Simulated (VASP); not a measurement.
HfS2, 3 atoms in the cell. The cell holds a sheet with vacuum, 3 atoms: a = 3.630 Å, b = 3.630 Å, c = 18.880 Å, α = 90.00°, β = 90.00°, γ = 120.00°. The cell was built by a generator and needn't be a form met in nature.

```yaml
Program: VASP 6.6.1
Task: relaxation of cell and atoms
Functional: revPBE
Dispersion: D3(BJ)
Potentials_or_basis: VASP PAW PBE potentials, release 64 (S, Hf_pv)
Cutoff: 600 eV
k_mesh: 12 × 12 × 1
Occupations: gaussian, width 0.03 eV
Spin: no spin polarisation
Dipole_correction: no
Further_INCAR_settings: ALGO = Normal; EDIFF = 1e-06; IBRION = 2; EDIFFG = -0.005; NSW = 60; ISIF = 3
```

Potentials or basis: VASP PAW PBE potentials, release 64 (S, Hf_pv).

The run is started by

```bash
$ cat potpaw_PBE.64/S/POTCAR potpaw_PBE.64/Hf_pv/POTCAR > POTCAR
$ mpirun -np 2 vasp_std > vasp.out
```

Hardware: 2 MPI ranks on AMD EPYC 9R45 96-Core Processor (Zen 5), with other jobs on the host.

Q: Estimate the wall time of this run.

A: It took 110 s on 2 MPI ranks on AMD EPYC 9R45 96-Core Processor (Zen 5), on a shared host, peak memory 0.43 GiB a rank. Counts: scf iterations 47, k points 19, ion steps 5.
